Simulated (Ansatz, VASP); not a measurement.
## LiF in VASP and in Ansatz

```
Li F
1.0
     0.00000    2.01400    2.01400
     2.01400    0.00000    2.01400
     2.01400    2.01400    0.00000
Li F
1 1
Cartesian
  -0.2250 0.0000 0.0000
  2.0140 2.0140 2.0140
```

Alike in both runs: task single point; functional PBEsol; k mesh 10 × 10 × 10; occupations gaussian, width 0.05 eV; no spin polarisation.

|  | VASP | Ansatz |
| --- | --- | --- |
| version | VASP 6.6.1 | Ansatz 0.2.0 |
| potentials or method | VASP PAW PBE potentials, release 64 (Li_sv, F) | scalar-relativistic, plane waves, PAW |
| plane-wave cutoff (eV) | 520 | 420 |
| valence electrons in the cell | 10 | 10 |

Ansatz gave:

```
gap on the k mesh at the Fermi level (eV) : 8.84
least direct gap on the mesh (eV)         : 8.84
rms of the force components (eV/Å)        : 0.312
```

Q: Which values does VASP return?

A: gap on the k mesh at the Fermi level (eV): 8.84; least direct gap on the mesh (eV): 8.84; rms of the force components (eV/Å): 0.332.

Atom by atom the forces differ by 0.021 eV/Å (rms over components). The functional is the same, so the differences come from potentials, cutoffs and numerics.

Caveats: the PAW data sets were made with another functional, which shifts forces and pressure a little (VASP). A k mesh can miss the band edges.
